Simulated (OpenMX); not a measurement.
Runs of OpenMX 3.8.5 on Te. It takes space group P3_121 (No. 152, trigonal). The conventional cell has a = 4.454 Å, b = 4.454 Å, c = 5.924 Å, α = 90.00°, β = 90.00°, γ = 120.00°. Around Te (site symmetry 2) lie 2 Te at 2.86 Å. 

| cell | pressure (GPa) | largest force (eV/Å) |
| --- | --- | --- |
| P3_121, 33.93 Å³/atom | 3.4 | 0.67 |
| P3_121, 32.58 Å³/atom | 5.5 | 0.88 |
| P3_121, 31.27 Å³/atom | 7.9 | (b) |
| P3_121, 36.69 Å³/atom | 0.2 | 0.25 |
| P3_121, 35.3 Å³/atom | (a) | 0.48 |

Alike in all rows: task band structure; level PBE; potentials or basis OpenMX 2013 PBE set, Te7.0-s3p2d2f1, grid cutoff 500 Ry; no spin polarisation; k mesh 5 × 5 × 5; smearing fermi-dirac 0.05 eV.

Question: Estimate the missing entries.

Answer: (a) 1.6; (b) 1.12.

Caveats: the basis has few d functions beyond the semicore shells, which can make volumes several per cent too large; the basis of atomic orbitals isn't converged, which shifts pressures, moduli and gaps; forces of over 1 eV/Å show positions far from the minimum, so gaps and moduli don't describe the material at rest (some runs).
